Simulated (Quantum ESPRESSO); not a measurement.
# SnO (P4/nmm) in Quantum ESPRESSO: reference runs

How does SnO come out in PBEsol? The cell is run as given.

All numbers are computed with Quantum ESPRESSO 7.5; they aren't measurements. Logs are shortened: lines on timing, memory, paths and dates and some standing lists are left out, and cuts for length are marked.

**1. The crystal as given**

It takes space group P4/nmm (No. 129, tetragonal). Conventional cell: a = 3.814 Å, b = 3.814 Å, c = 4.887 Å, α = 90.00°, β = 90.00°, γ = 90.00°. Around Sn (site symmetry 4mm) lie 4 O at 2.23 Å. Around O (site symmetry -4m2) lie 4 Sn at 2.23 Å.

The cell is a database's computed one.

**2. Single point, PBEsol**

pw.in reads:

```
&CONTROL
  calculation = 'scf'
  prefix = 'pwscf'
  outdir = './tmp'
  pseudo_dir = './pseudo'
  tprnfor = .true.
  tstress = .true.
  disk_io = 'low'
/
&SYSTEM
  ibrav = 0
  celldm(1) = 8
  nat = 4
  ntyp = 2
  ecutwfc = 68
  ecutrho = 544
  nbnd = 28
  occupations = 'smearing'
  smearing = 'fd'
  degauss = 0.00367493
/
&ELECTRONS
  conv_thr = 8d-10
  electron_maxstep = 120
  mixing_beta = 0.5
/
ATOMIC_SPECIES
Sn   118.7100 sn_pbesol_v1.4.uspp.F.UPF
O     15.9990 o_pbesol_v1.2.uspp.F.UPF
CELL_PARAMETERS alat
  0.9008549360743   0.0000000000000   0.0000000000000
  0.0000000000000   0.9008549360743   0.0000000000000
  0.0000000000000   0.0000000000000   1.1543659664739
ATOMIC_POSITIONS crystal
Sn     0.5000000000    0.0000000000    0.7646261400
Sn     0.0000000000    0.5000000000    0.2353738600
O      0.0000000000    0.0000000000    0.0000000000
O      0.5000000000    0.5000000000    0.0000000000
K_POINTS automatic
7 7 6 0 0 0
```

pp_density.in reads:

```
&INPUTPP
  prefix = 'pwscf'
  outdir = './tmp'
  filplot = 'density.dat'
  plot_num = 0
/
&PLOT
  nfile = 1
  filepp(1) = 'density.dat'
  iflag = 3
  output_format = 6
  fileout = 'density.cube'
/
```

pp_potential.in reads:

```
&INPUTPP
  prefix = 'pwscf'
  outdir = './tmp'
  filplot = 'potential.dat'
  plot_num = 11
/
&PLOT
  nfile = 1
  filepp(1) = 'potential.dat'
  iflag = 3
  output_format = 6
  fileout = 'potential.cube'
/
```

Potentials or basis: GBRV 1.5 PBEsol.

Started as:

```sh
$ OMP_NUM_THREADS=1 mpirun -n 2 pw.x -nk 2 -in pw.in > pw.out
$ OMP_NUM_THREADS=1 mpirun -n 1 pp.x -in pp_density.in > pp_density.out
$ OMP_NUM_THREADS=1 mpirun -n 1 pp.x -in pp_potential.in > pp_potential.out
```

pw.out:

```text
This program is part of the open-source Quantum ESPRESSO suite
     for quantum simulation of materials; please cite
         "P. Giannozzi et al., J. Phys.:Condens. Matter 21 395502 (2009);
         "P. Giannozzi et al., J. Phys.:Condens. Matter 29 465901 (2017);
         "P. Giannozzi et al., J. Chem. Phys. 152 154105 (2020);
     in publications or presentations arising from this work. More details at

     Message from routine setup:
     using ibrav=0 with symmetry is DISCOURAGED, use correct ibrav instead

     K-points division:     npool     =       2
     Subspace diagonalization in iterative solution of the eigenvalue problem:
     a serial algorithm will be used

     G-vector sticks info
     --------------------
     sticks:   dense  smooth     PW     G-vecs:    dense   smooth      PW
     Sum        2241    1117    325               102749    36285    5655

     Using Slab Decomposition

     bravais-lattice index     =            0
     lattice parameter (alat)  =       8.0000  a.u.
     unit-cell volume          =     479.6486 (a.u.)^3
     number of atoms/cell      =            4
     number of atomic types    =            2
     number of electrons       =        40.00
     number of Kohn-Sham states=           28
     kinetic-energy cutoff     =      68.0000  Ry
     charge density cutoff     =     544.0000  Ry
     scf convergence threshold =      8.0E-10
     mixing beta               =       0.5000
     number of iterations used =            8  plain     mixing
     Exchange-correlation= SLA  PW   PSX  PSC
                           (   1   4  10   8   0   0   0)

     celldm(1)=   8.000000  celldm(2)=   0.000000  celldm(3)=   0.000000
     celldm(4)=   0.000000  celldm(5)=   0.000000  celldm(6)=   0.000000

     crystal axes: (cart. coord. in units of alat)
               a(1) = (   0.900855   0.000000   0.000000 )
               a(2) = (   0.000000   0.900855   0.000000 )
               a(3) = (   0.000000   0.000000   1.154366 )

     reciprocal axes: (cart. coord. in units 2 pi/alat)
               b(1) = (  1.110057  0.000000  0.000000 )
               b(2) = (  0.000000  1.110057  0.000000 )
               b(3) = (  0.000000  0.000000  0.866276 )

     PseudoPot. # 1 for Sn read from file:
     sn_pbesol_v1.4.uspp.F.UPF
     Pseudo is Ultrasoft + core correction, Zval = 14.0
     Generated by new atomic code, or converted to UPF format
     Using radial grid of  891 points,  6 beta functions with:
                l(1) =   0
                l(2) =   0
                l(3) =   1
                l(4) =   1
                l(5) =   2
                l(6) =   2
     Q(r) pseudized with  8 coefficients,  rinner =    1.350   1.350   1.350
                                                       1.350   1.350

     PseudoPot. # 2 for O  read from file:
     o_pbesol_v1.2.uspp.F.UPF
     Pseudo is Ultrasoft + core correction, Zval =  6.0
     Generated by new atomic code, or converted to UPF format
     Using radial grid of  737 points,  5 beta functions with:
                l(1) =   0
                l(2) =   0
                l(3) =   1
                l(4) =   1
                l(5) =   2
     Q(r) pseudized with  8 coefficients,  rinner =    0.900   0.900   0.900
                                                       0.900   0.900

     atomic species   valence    mass     pseudopotential
     Sn               14.00   118.71000     Sn( 1.00)
     O                 6.00    15.99900     O ( 1.00)

     16 Sym. Ops., with inversion, found ( 8 have fractional translation)

   Cartesian axes

     site n.     atom                  positions (alat units)
         1        Sn     tau(   1) = (   0.4504275   0.0000000   0.8826584  )
         2        Sn     tau(   2) = (   0.0000000   0.4504275   0.2717076  )
         3        O      tau(   3) = (   0.0000000   0.0000000   0.0000000  )
         4        O      tau(   4) = (   0.4504275   0.4504275   0.0000000  )

     number of k points=    40  Fermi-Dirac smearing, width (Ry)=  0.0037
                       cart. coord. in units 2pi/alat
        k(    1) = (   0.0000000   0.0000000   0.0000000), wk =   0.0068027
        k(    2) = (   0.0000000   0.0000000   0.1443794), wk =   0.0136054
        k(    3) = (   0.0000000   0.0000000   0.2887588), wk =   0.0136054
        k(    4) = (   0.0000000   0.0000000  -0.4331382), wk =   0.0068027
        k(    5) = (   0.0000000   0.1585795   0.0000000), wk =   0.0272109
        k(    6) = (   0.0000000   0.1585795   0.1443794), wk =   0.0544218
[... 32 lines left out ...]
        k(   39) = (   0.4757386   0.4757386   0.2887588), wk =   0.0544218
        k(   40) = (   0.4757386   0.4757386  -0.4331382), wk =   0.0272109

     Dense  grid:   102749 G-vectors     FFT dimensions: (  54,  54,  72)

     Smooth grid:    36285 G-vectors     FFT dimensions: (  40,  40,  50)

     Check: negative core charge=   -0.000001

     Initial potential from superposition of free atoms

     starting charge      37.9999, renormalised to      40.0000
     Starting wfcs are   26 randomized atomic wfcs +    2 random wfcs

     Self-consistent Calculation

     iteration #  1     ecut=    68.00 Ry     beta= 0.50
     Davidson diagonalization with overlap
     ethr =  1.00E-02,  avg # of iterations =  6.7

     total energy              =    -382.08352352 Ry
     estimated scf accuracy    <       1.33278921 Ry

     iteration #  2     ecut=    68.00 Ry     beta= 0.50
     Davidson diagonalization with overlap
     ethr =  3.33E-03,  avg # of iterations =  2.2
[... 64 lines left out ...]
     total energy              =    -382.39138598 Ry
     estimated scf accuracy    <          1.2E-09 Ry

     iteration # 12     ecut=    68.00 Ry     beta= 0.50
     Davidson diagonalization with overlap
     ethr =  3.08E-12,  avg # of iterations =  2.0

     End of self-consistent calculation

          k = 0.0000 0.0000 0.0000 (  4533 PWs)   bands (ev):

   -12.2971 -11.8642 -11.8630 -11.8630 -11.8180 -11.8084 -11.7637 -11.7594
   -11.7374 -11.7374 -10.4801  -7.7817   1.9218   3.0155   3.3409   3.3409
     6.1659   6.4606   6.4606   9.6095  11.6245  13.7944  14.3567  14.3567
    15.2333  15.2333  16.3753  16.7912

          k = 0.0000 0.0000 0.1444 (  4572 PWs)   bands (ev):

   -12.2934 -11.8679 -11.8572 -11.8572 -11.8153 -11.8052 -11.7666 -11.7626
   -11.7439 -11.7439 -10.4715  -7.7819   1.3136   3.3666   3.3666   3.8989
     6.1494   6.4569   6.4569   9.3541  11.3295  13.6033  13.6033  13.9047
    16.1428  16.1428  16.2797  16.9984
[... 260 lines left out ...]
          k = 0.4757 0.4757-0.4331 (  4554 PWs)   bands (ev):

   -12.2157 -12.2008 -11.8324 -11.8270 -11.8048 -11.8034 -11.7659 -11.7645
   -11.7359 -11.7352  -8.7872  -8.6493   0.6462   0.7958   3.8074   4.1279
     6.8842   7.0680   7.1064   7.1635  12.0292  12.1988  13.0046  13.7564
    15.0830  15.7034  19.4587  19.5025

     the Fermi energy is     9.7963 ev

!    total energy              =    -382.39138598 Ry
     estimated scf accuracy    <          9.9E-11 Ry
     smearing contrib. (-TS)   =      -0.00002653 Ry
     internal energy E=F+TS    =    -382.39135945 Ry

     The total energy is F=E-TS. E is the sum of the following terms:
     one-electron contribution =    -154.04513538 Ry
     hartree contribution      =     105.37773803 Ry
     xc contribution           =     -99.60443170 Ry
     ewald contribution        =    -234.11953040 Ry

     convergence has been achieved in  12 iterations

     Forces acting on atoms (cartesian axes, Ry/au):

     atom    1 type  1   force =     0.00000000    0.00000000   -0.00437549
     atom    2 type  1   force =     0.00000000    0.00000000    0.00437549
     atom    3 type  2   force =     0.00000000    0.00000000    0.00000000
     atom    4 type  2   force =     0.00000000    0.00000000    0.00000000

     Total force =     0.006188     Total SCF correction =     0.000047

     Computing stress (Cartesian axis) and pressure

          total   stress  (Ry/bohr**3)                   (kbar)     P=       -5.33
  -0.00003329   0.00000000   0.00000000           -4.90        0.00        0.00
   0.00000000  -0.00003329   0.00000000            0.00       -4.90        0.00
   0.00000000   0.00000000  -0.00004213            0.00        0.00       -6.20

=------------------------------------------------------------------------------=
   JOB DONE.
=------------------------------------------------------------------------------=
```

pp_density.out:

```text
This program is part of the open-source Quantum ESPRESSO suite
     for quantum simulation of materials; please cite
         "P. Giannozzi et al., J. Phys.:Condens. Matter 21 395502 (2009);
         "P. Giannozzi et al., J. Phys.:Condens. Matter 29 465901 (2017);
         "P. Giannozzi et al., J. Chem. Phys. 152 154105 (2020);
     in publications or presentations arising from this work. More details at

     IMPORTANT: XC functional enforced from input :
     Exchange-correlation= PBESOL
                           (   1   4  10   8   0   0   0)
     Any further DFT definition will be discarded
     Please, verify this is what you really want

     G-vector sticks info
     --------------------
     sticks:   dense  smooth     PW     G-vecs:    dense   smooth      PW
     Sum        2241    1117    325               102749    36285    5655

     Using Slab Decomposition

     Check: negative core charge=   -0.000001

     Calling punch_plot, plot_num =   0
     Writing data to file  density.dat
     Reading data from file  density.dat

     Writing data to be plotted to file density.cube
     Plot Type: 3D                     Output format: Gaussian cube

=------------------------------------------------------------------------------=
   JOB DONE.
=------------------------------------------------------------------------------=
```

pp_potential.out:

```text
This program is part of the open-source Quantum ESPRESSO suite
     for quantum simulation of materials; please cite
         "P. Giannozzi et al., J. Phys.:Condens. Matter 21 395502 (2009);
         "P. Giannozzi et al., J. Phys.:Condens. Matter 29 465901 (2017);
         "P. Giannozzi et al., J. Chem. Phys. 152 154105 (2020);
     in publications or presentations arising from this work. More details at

     IMPORTANT: XC functional enforced from input :
     Exchange-correlation= PBESOL
                           (   1   4  10   8   0   0   0)
     Any further DFT definition will be discarded
     Please, verify this is what you really want

     G-vector sticks info
     --------------------
     sticks:   dense  smooth     PW     G-vecs:    dense   smooth      PW
     Sum        2241    1117    325               102749    36285    5655

     Using Slab Decomposition

     Check: negative core charge=   -0.000001

     Calling punch_plot, plot_num =  11
     Writing data to file  potential.dat
     Reading data from file  potential.dat

     Writing data to be plotted to file potential.cube
     Plot Type: 3D                     Output format: Gaussian cube

=------------------------------------------------------------------------------=
   JOB DONE.
=------------------------------------------------------------------------------=
```

Run time: 60 s. Hardware: 2 MPI ranks of Arm Neoverse V2, shared host; peak memory 0.56 GiB.

What came out:

| Property | Result |
| --- | --- |
| Free energy | -5202.6999 eV |
| Pressure | -0.5 GPa |
| Largest force | 0.112 eV/Å |
| Band gap on the k mesh | 0.37 eV, indirect (least direct gap 1.98 eV) |

Forces on the atoms (eV/Å):
```
Sn   0.000  0.000 -0.112
Sn   0.000  0.000  0.112
O    0.000  0.000  0.000
O    0.000  0.000  0.000
```

Levels at points of the mesh, in eV from the valence-band top:
```csv
k point,band 16,band 17,band 18,band 19,band 20,band 21,band 22,band 23,band 24,band 25
"(0.00, 0.00, 0.00)",-6.27,-3.44,-3.15,-3.15,0.00,2.01,4.18,4.75,4.75,5.62
"(0.00, 0.00, -0.50)",-3.51,-3.19,-3.17,-3.17,-2.17,1.60,3.01,3.01,3.68,7.76
```

Caveat: spin-orbit coupling is left out, which moves the levels of the heavy elements; an odd mesh through Γ misses points on the zone boundary, where band edges often lie.
